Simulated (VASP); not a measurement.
Al2O3, 5 atoms in the cell. It takes space group P-3m1 (No. 164, trigonal). Conventional cell: a = 3.017 Å, b = 3.017 Å, c = 7.575 Å, α = 90.00°, β = 90.00°, γ = 120.00°. Al (site symmetry 3m) is surrounded by 4 O at 1.68 to 1.84 Å. O (site symmetry -3m) has 2 Al at 1.68 Å as nearest neighbours. O (site symmetry 3m) is surrounded by 3 Al at 1.84 Å. Measurements of this composition are mostly on another form, of space group No. 167.

| Quantity | Value |
| --- | --- |
| Program | VASP 6.6.1 |
| Task | atomic charges |
| Functional | PBEsol |
| Potentials or basis | VASP PAW PBE potentials, release 64 (Al, O) |
| Cutoff | 520 eV |
| k mesh | 10 × 10 × 4 |
| Occupations | gaussian, width 0.02 eV |
| Spin | no spin polarisation |
| Further INCAR settings | ALGO = Normal; EDIFF = 1e-07 |

Potentials or basis: VASP PAW PBE potentials, release 64 (Al, O).

Launch:

```sh
$ cat potpaw_PBE.64/Al/POTCAR potpaw_PBE.64/O/POTCAR > POTCAR
$ mpirun -np 1 vasp_std > vasp.out
```

Hardware: 1 thread of Intel(R) Xeon(R) 6975P-C (Granite Rapids), on a shared host.

How long does it take, and how much memory?

It took 19 s on 1 thread of Intel(R) Xeon(R) 6975P-C (Granite Rapids), on a shared host, peak memory 0.19 GiB. Counts: scf iterations 15, k points 50.
